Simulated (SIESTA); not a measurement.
Input of a SIESTA 5.4.2 run:

The input run.py:

```python
from ase import Atoms
from ase.calculators.siesta import Siesta
from ase.units import Ry, GPa

atoms = Atoms(
    ['Pb', 'Te'],
    cell=[
        [0.0, 3.231, 3.231],
        [3.231, 0.0, 3.231],
        [3.231, 3.231, 0.0],
    ],
    scaled_positions=[
        [0.0, 0.0, 0.0],
        [0.5, 0.5, 0.5],
    ],
    pbc=True,
)

fdf = {
    'SCFMustConverge': False,
    'OccupationFunction': 'FD',
    'ElectronicTemperature': '0.05 eV',
    'MaxSCFIterations': '120',
    'SCF.Mixer.Method': 'Pulay',
    'SCF.Mixer.Weight': '0.25',
    'SCF.Mixer.History': '8',
    'SCF.DM.Tolerance': '5.0e-05',
    'SCF.H.Tolerance': '1.0e-03 eV',
    'WriteForces': 'true',
    'Charge.Mulliken': 'end',
    'Charge.Hirshfeld': 'end',
    'Charge.Voronoi': 'end',
    'SaveRho': 'true',
    'SaveElectrostaticPotential': 'true',
    'BandLinesScale': 'ReciprocalLatticeVectors',
    'BandLines': ['  1    0.000000   0.000000   0.000000  \\Gamma', ' 12    0.500000   0.000000   0.500000  X', '  6    0.500000   0.250000   0.750000  W', '  4    0.375000   0.375000   0.750000  K', ' 13    0.000000   0.000000   0.000000  \\Gamma', ' 11    0.500000   0.500000   0.500000  L', '  8    0.625000   0.250000   0.625000  U', '  4    0.500000   0.250000   0.750000  W', '  9    0.500000   0.500000   0.500000  L', '  8    0.375000   0.375000   0.750000  K', '  1    0.625000   0.250000   0.625000  U', '  4    0.500000   0.000000   0.500000  X'],
}
calc = Siesta(
    label="TePb",
    command="siesta < PREFIX.fdf > PREFIX.out",
    pseudo_path="pseudos",
    pseudo_qualifier="",
    xc=('GGA', 'AM05'),
    basis_set="DZP",
    mesh_cutoff=500 * Ry,
    energy_shift=0.002 * Ry,
    kpts=[7, 7, 7],
    spin="non-polarized",
    fdf_arguments=fdf,
)
atoms.calc = calc

print(f"energy = {atoms.get_potential_energy():.6f} eV")
free = atoms.get_potential_energy(force_consistent=True)
print(f"free energy = {free:.6f} eV")
print("forces (eV/A):")
print(atoms.get_forces(apply_constraint=False).round(6))
print("stress (GPa, Voigt order, tension positive):", (atoms.get_stress() / GPa).round(4))
```

Potentials or basis: PseudoDojo 0.4 standard (PBEsol files), DZP (energy shift 0.002 Ry).

The run is started by

```console
$ python run.py
```

(1) Estimate the pressure.

(2) What does it give for the Hirshfeld charges?

(3) What does it give for the Voronoi charges?

(4) What does it give for the band gap along the path?

Results:

(1) 0.9 GPa.

(2) Pb +0.17; Te -0.17 e.

(3) Pb +0.23; Te -0.23 e.

(4) 0.74 eV, direct.

Caveat: this odd mesh misses L, where the gap lies, so gap, dielectric constants and Born charges aren't listed; semicore shells carry a single zeta, which can move pressures by several GPa and volumes by a few percent; the potentials were made for another functional, which shifts forces and pressure; spin-orbit coupling is left out, which moves the levels of the heavy elements; the basis of atomic orbitals isn't converged, which shifts pressures, moduli and gaps.

**Measured values to compare with.**

From a printed reference work, monograph, for a bulk crystal of TePb at 4.2 K: band gap 0.19 eV (direct).

Measured gap of TePb: 0.19 eV (direct; 4.2 K; a printed reference work, monograph). This calculation gives 0.74 eV (+0.55 eV). Spin-orbit coupling on Pb, Te is left out. The value is that of AM05 in an atomic basis (PseudoDojo 0.4 standard (PBEsol files), DZP (energy shift 0.002 Ry)), whose error adds to the functional's,, without temperature or zero-point motion.
